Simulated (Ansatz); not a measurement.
# AlNi (Pm-3m) in Ansatz: a series of runs, part 2 of 2

Ansatz 0.2.0. The steps go on from the part before.

## Step 4: Band structure, PBEsol, collinear spin, ferromagnetic start

The input, input.yaml:

```yaml
crystal:
  lattice:
    - [2.881, 0.0, 0.0]
    - [0.0, 2.881, 0.0]
    - [0.0, 0.0, 2.881]
  atoms:
    - { symbol: Ni, position: [0.5, 0.5, 0.5], spin: 1.0 }
    - { symbol: Al, position: [0.0, 0.0, 0.0] }
hamiltonian:
  xc: pbesol
  pseudopotentials: { kind: paw }
magnetization:
  spin_polarized: true
kpoints:
  mp_grid: { grid: [9, 9, 9] }
  band_path:
    path:
      - [[0.0, 0.0, 0.0], [0.0, 0.5, 0.0], [0.5, 0.5, 0.0], [0.0, 0.0, 0.0], [0.5, 0.5, 0.5], [0.0, 0.5, 0.0]]
      - [[0.5, 0.5, 0.0], [0.5, 0.5, 0.5]]
    npoints: 14
scf:
  occupations: { method: fermi_dirac, width: 0.05 }
  n_extra_bands: 6
output:
  forces: true
  stress: true
  eigenvalues: true
  fatbands: false
  write_density: true
  write_potential: true
  elf: true
  volumetric_format: npy
```

Potentials or basis: Ansatz PAW.

Command:

```console
ansatz run input.yaml --threads 2 --pin off --max-ram 5632MiB --backend cpu --events-out ev --progress --plain --runs-dir out
```

Output:

```text
Warning: RAYON_NUM_THREADS=2 ignored (pool sized by the plan → 2); use --threads N
scf.n_extra_bands = 6 over 11 filled bands (N_el = 21.0): the run solves 17 bands
Engine: ansatz 0.2.0, x86_64-unknown-linux-gnu
Pseudopotentials: kind: paw
Pseudopotential: Ni, paw, valence charge 18, recommended cutoff 420 eV (normal), Ni.paw.azcp
Pseudopotential: Al, paw, valence charge 3, recommended cutoff 420 eV (normal), Al.paw.azcp
Functional definition: PBEsol
  exchange = pbesol_x
  correlation = pbesol_c
Crystal: 2 atoms, lattice volume = 23.913 Å³
Basis set: ecut = 420 eV, 461 PW (Γ), exchange–correlation on 40×40×40 points (8 copies of the dense FFT grid, shifted against one another)
Bands: 17, of which v1, the nominal top of the filled ones, is band 11 counted from 1 (10 counted from 0)
Symmetry: 48 space group operations
Space group: Pm-3m (ITA 221), of the structure as read, at distance tolerance 2.9e-5 Å
Magnetic group: BNS 221.92 (UNI 1594), of the structure as read, at distance tolerance 2.9e-5 Å
k-points: 35 of 729
Non-local potential: Ni, projectors of the file, l = 0: 3, l = 1: 2, l = 2: 3, l = 3: 1
Non-local potential: Al, projectors of the file, l = 0: 2, l = 1: 2, l = 2: 1
PAW form: soft (Blöchl's): semilocal exchange-correlation on the pseudo side does not see the compensation charge
PAW frozen core: Ni, regenerated for the run's functional, and the local potential with it (the file was generated under x = pbe(κ = 0.804, μ = 0.2195149727645171), c = pbe(β = 0.06672455060314922))
PAW frozen core: Al, regenerated for the run's functional, and the local potential with it (the file was generated under x = pbe(κ = 0.804, μ = 0.2195149727645171), c = pbe(β = 0.06672455060314922))
PAW one-centre angular grid: Ni, 590 points (default); XC on 64 Gauss nodes
PAW one-centre angular grid: Al, 110 points (default); XC on 64 Gauss nodes
Initial density: superposition of atomic densities (chi_scale 0.1, normalization cell)
Starting moments: Σ|m| = 1 μB on 1 of 2 sites
[... 18 lines left out ...]
WARN: the starting moments were not kept: the SCF closed with an absolute magnetisation of 7.1e-8 μB, where they sum to 1 μB in size (1 site). That is at most 0.1 of that sum. Measured as dr2_m measures the in/out step, that magnetisation stands 1.2e-15 eV from none, at or under the dr2_threshold of 1.0e-7 eV: it is no larger than a step whose dr2_m would equal this threshold. The system may hold no moment; this SCF shows only that its start led to no more than that. To try another start: raise the starting moments (crystal.atoms[].spin, magnetization.per_species, magnetization.initial_magnetization, or on a non-collinear deck that types none of these the spinor_matrix: blocks that start its atoms; where the total moment is fixed, keep their sum and leave initial_magnetization as it is; typed ones take the place of any that the run laid by itself, positive ones on a crystal's lanthanoids without a Hubbard term where scf.initial_density.shell_occupations: [] is typed) or, if the notice of its spin-set hold's release reads "site moments contracting" or "site moments show no strong build", lengthen the hold (scf.mixing.spin_hold: { on: { confirm: 4 } }; for m-r²SCAN on two components see the key's manual first). Each may lead to a state that holds a moment. A second SCF, from the converged charge density, with the starting moments and any scf.initial_density.shell_occupations laid on it anew, would have followed, and was not run: the deck does not ask for one (magnetization.retry_lost_moments is false, the default). To let it run, set magnetization.retry_lost_moments: true and run the deck again, where that key's refused combinations let it; where memory then withholds it, that run's warning says so.
NSCF: frozen V_eff on 86 k-points
SCF converged after 12 iterations
Magnetization: -0.0000 μB (10.5000 up, 10.5000 down)
Absolute magnetization: 0.0000 μB (∫|ρ↑−ρ↓|, with the PAW one-centre terms)
Spin contamination: 0.0000 ħ² per cell (⟨S²⟩ above its minimum at these occupations)
Per-site moments (μB) at R_I (Å): [(-3.293400981976182e-8, 1.0291954151749743), (1.918696771330347e-8, 1.0291954151749743)]
Free energy (F): -6330.858378 eV
Harris-Foulkes:  -6330.858378 eV  (|F-HF|=1.00e-11)
Internal energy: -6330.851806 eV  (E = F + TS)
E sigma→0 (E₀):  -6330.855092 eV
Entropy (-TS):   -0.006572 eV (-3.286 meV/atom)
Fermi energy:    13.855099 eV
--- Per-component energies (eV) ---
  E_band       = -337.703888
  E_kinetic    = 311.320748
  E_local      = -4446.055384  (includes V_loc(G=0)·N_el)
  E_nonlocal   = 648.634333
  E_hartree    = 1910.964406
  E_xc         = -125.562372
  E_vxc        = -140.694981  (∫ρ·V_xc dr)
  E_paw        = -2052.756054  (= ΣΔE_a)
  E_vpaw       = -532.837596  (= ΣTr[D̂ρ^β])
  E_aug_tail   = 0.000465  (compensation charges beyond the density's cutoff)
  E_ewald      = -2577.614375
  E_core_change = 0.216428  (= ΣΔE_core)
  E_smearing   = -0.006572  (= −TS)
  E_closure    = 0.000000  (closes the sum)
  Σ components = -6330.858378   (vs F -6330.858378, Δ=0.00e0)
--- Forces (eV/Å), atoms counted from 1 ---
  atom   1  Ni     0.00000000    -0.00000000     0.00000000
  atom   2  Al    -0.00000000     0.00000000     0.00000000
  max |Σ_I F_I| component: 7.56e-29 eV/Å
--- Stress (GPa, compression-positive) ---
       -3.352530       0.000000       0.000000
        0.000000      -3.352530       0.000000
        0.000000       0.000000      -3.352530
  P = ⅓ Tr σ = -3.3525 GPa (-33.525 kbar)
--- Band table (eV; the first three rows and the last of 70) ---
  k-point 0 ↑: bands = ["-89.1643", "-49.7117", "-49.7117", "-49.7117", "2.6944", "10.5956", "10.5956", "12.3069", "12.3069", "12.3069", "19.3211", "19.3211", "19.3211", "21.9633", "21.9633", "27.5348", "34.4941"]
  k-point 1 ↑: bands = ["-89.1641", "-49.7144", "-49.7115", "-49.7115", "2.9216", "10.5721", "10.6483", "12.2106", "12.2106", "12.3174", "17.4728", "19.6184", "19.6184", "21.9753", "23.5540", "28.3597", "32.5813"]
  k-point 2 ↑: bands = ["-89.1637", "-49.7213", "-49.7110", "-49.7110", "3.5949", "10.3450", "10.7853", "11.9850", "11.9850", "12.3438", "15.1348", "20.4501", "20.4501", "22.0092", "25.1458", "29.9266", "29.9266"]
  k-point 34 ↓: bands = ["-89.1602", "-49.7301", "-49.7301", "-49.7301", "9.5726", "9.8079", "9.8079", "12.7223", "12.7223", "14.5584", "15.7721", "15.7721", "17.4622", "18.7188", "18.7188", "19.5847", "22.2477"]
```

rho_z.tsv:

```text
# z_ang	rho[e/angstrom^3]	rho_spin[e/angstrom^3]
# format = ansatz-planar-average/11
# lattice	2.881000000	0.000000000	0.000000000
# lattice	0.000000000	2.881000000	0.000000000
# lattice	0.000000000	0.000000000	2.881000000
# sites	2
# site	28	1.440500000	1.440500000	1.440500000
# site	13	0.000000000	0.000000000	0.000000000
0.000000	2.024848e-1	9.512873e-9
0.144050	2.066967e-1	9.053798e-9
0.288100	2.194746e-1	7.774489e-9
0.432150	2.437067e-1	5.897531e-9
0.576200	2.845659e-1	3.567751e-9
0.720250	3.682276e-1	5.271717e-10
0.864300	5.584626e-1	-3.477922e-9
1.008350	9.711234e-1	-7.727165e-9
1.152400	1.712524e0	-1.094352e-8
1.296450	2.601206e0	-1.304991e-8
1.440500	3.029381e0	-1.395160e-8
1.584550	2.601206e0	-1.304991e-8
1.728600	1.712524e0	-1.094352e-8
1.872650	9.711234e-1	-7.727165e-9
2.016700	5.584626e-1	-3.477922e-9
2.160750	3.682276e-1	5.271717e-10
2.304800	2.845659e-1	3.567751e-9
2.448850	2.437067e-1	5.897531e-9
2.592900	2.194746e-1	7.774489e-9
2.736950	2.066967e-1	9.053798e-9
```

Run time: 5.9 s. Hardware: 2 threads of Intel Xeon at 2.50GHz (Skylake/Cascade Lake), shared host; peak memory 0.33 GiB.

What came out:

```yaml
Free_energy: -6330.8584 eV
Pressure: -3.4 GPa
Band_gap_on_the_k_mesh: none (metal or under the smearing width)
Net_moment: 0.00 μB per cell
Absolute_moment: 0.00 μB per cell
```

Levels at the corners of the path, in eV from the Fermi level:
Spin up:
| point | band 7 | band 8 | band 9 | band 10 | band 11 | band 12 | band 13 | band 14 |
| --- | --- | --- | --- | --- | --- | --- | --- | --- |
| Γ | -3.26 | -1.55 | -1.55 | -1.55 | 5.47 | 5.47 | 5.47 | 8.11 |
| X | -2.78 | -2.26 | -2.26 | -1.46 | -0.66 | 8.24 | 9.94 | 9.94 |
| M | -2.91 | -2.91 | -2.09 | -2.09 | -1.02 | 1.43 | 2.50 | 12.24 |
| Γ | -3.26 | -1.55 | -1.55 | -1.55 | 5.47 | 5.47 | 5.47 | 8.11 |
| R | -4.12 | -0.99 | -0.99 | 1.94 | 1.94 | 1.94 | 3.70 | 4.47 |
| X | -2.78 | -2.26 | -2.26 | -1.46 | -0.66 | 8.24 | 9.94 | 9.94 |
| M | -2.91 | -2.91 | -2.09 | -2.09 | -1.02 | 1.43 | 2.50 | 12.24 |
| R | -4.12 | -0.99 | -0.99 | 1.94 | 1.94 | 1.94 | 3.70 | 4.47 |
Spin down:
```
point  band 8  band 9  band 10  band 11  band 12  band 13
    Γ   -1.55   -1.55    -1.55     5.47     5.47     5.47
    X   -2.26   -2.26    -1.46    -0.66     8.24     9.94
    M   -2.91   -2.09    -2.09    -1.02     1.43     2.50
    Γ   -1.55   -1.55    -1.55     5.47     5.47     5.47
    R   -0.99   -0.99     1.94     1.94     1.94     3.70
    X   -2.26   -2.26    -1.46    -0.66     8.24     9.94
    M   -2.91   -2.09    -2.09    -1.02     1.43     2.50
    R   -0.99   -0.99     1.94     1.94     1.94     3.70
```

Caveat: the PAW data sets come from PBE, with cores solved anew for the run's functional, which leaves a small shift of forces and pressure; the starting moments weren't kept.

## Step 5: Summary

```tsv
level	U	cutoff (eV)	smearing	hubbard projectors	double counting	gap on the mesh (eV)	pressure (GPa)	moment (μB)
r2SCAN+U	Ni d U = 7 eV	500	gaussian 0.01 eV	ortho-atomic (the default)	fll (the default)	none	-4.7	0.00
PBEsol+U	Ni d U = 7 eV	420	methfessel-paxton 0.2 eV	ortho-atomic (the default)	fll (the default)	none	-4.6	0.00
PBEsol	-	420	fermi-dirac 0.05 eV	-	-	none	-3.4	0.00
```

Alike in all rows: task band structure; potentials or basis Ansatz PAW; spin collinear, ferromagnetic start; cell as given; k mesh 9 × 9 × 9.

Every run on the cell as given and a fine mesh finds a metal. The pressure there spans -4.7 GPa (r2SCAN+U) to -3.4 GPa (PBEsol); a positive pressure means that this level wants a larger cell, a negative one a smaller.

Caveats: the PAW data sets come from PBE, with cores solved anew for the run's functional, which leaves a small shift of forces and pressure; the starting moments weren't kept; the magnetic or orbital state may not be the lowest (some runs); the U is typed as a test and isn't derived for this compound (some runs).

Absolute energies hang on the potentials; compare differences alone.
